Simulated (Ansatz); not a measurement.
# TaN, one structure, two calculations

Cell: an entry of the Crystallography Open Database (COD) whose atoms were relaxed with PBE, the cell held.

```cif
data_structure
_symmetry_space_group_name_H-M 'P 1'
_symmetry_Int_Tables_number 1
_cell_length_a 5.1960
_cell_length_b 5.1960
_cell_length_c 2.9110
_cell_angle_alpha 90.000
_cell_angle_beta 90.000
_cell_angle_gamma 120.000
_cell_volume 68.06
loop_
_atom_site_label
_atom_site_type_symbol
_atom_site_fract_x
_atom_site_fract_y
_atom_site_fract_z
_atom_site_occupancy
Ta1 Ta 0.33333 0.66667 0.50000 1
Ta2 Ta 0.66667 0.33333 0.50000 1
Ta3 Ta 0.00000 0.00000 0.00000 1
N4 N 0.39318 0.00000 0.00000 1
N5 N 0.60682 0.60682 0.00000 1
N6 N 0.00000 0.39318 0.00000 1
```

Sites (sets of like atoms) are named by element and the number of their first atom in this list.

First run. The numbers come from a DFT calculation in Ansatz (PBE, plane waves and PAW, scalar-relativistic, collinear spin, 420 eV cutoff, Γ-centred 10×10×16 k-points, Fermi–Dirac smearing 0.05 eV). Start moments as typed (μB): 2 on each Ta, none on the rest.

```
site  atom  V_zz (10²¹ V/m²)     η
 Ta1     1            -19.89  0.00
 Ta3     3             13.35  0.00
   N     4             -1.42  0.33
```

Second run. The same atoms and settings, except that the functional is LDA.

**Question.** Given the first result, estimate the second.

**Answer.** 

| site | atom | V_zz | η | change of V_zz |
| --- | --- | --- | --- | --- |
| Ta1 | 1 | -20.3 | 0.00 | -0.40 |
| Ta3 | 3 | 13.93 | 0.00 | +0.58 |
| N | 4 | -1.42 | 0.33 | 0.00 |

The largest change of V_zz is on Ta3, from 13.35 to 13.93. In per cent, |V_zz| changes by +2 to +4 on Ta (all sites that start above 2).

With no gap above 0.1 eV, as in a metal, the gradients converge slowly in k; expect changes of a tenth or more on a denser mesh. Without spin–orbit coupling the gradients at and beside Ta can be off by some per cent, at some sites by more. The start moments die out, and the run ends without spin.
For the first run: At this cell the principal stresses reach 5 GPa in size with PBE, which can matter for small gradients. With these PAW files V_zz is typically within 2 to 3 % of all-electron values, but misses above 10 % occur on Ta.
For the second run: At this cell the LDA pressure is -10 GPa, so with LDA the cell would shrink if it were relaxed.
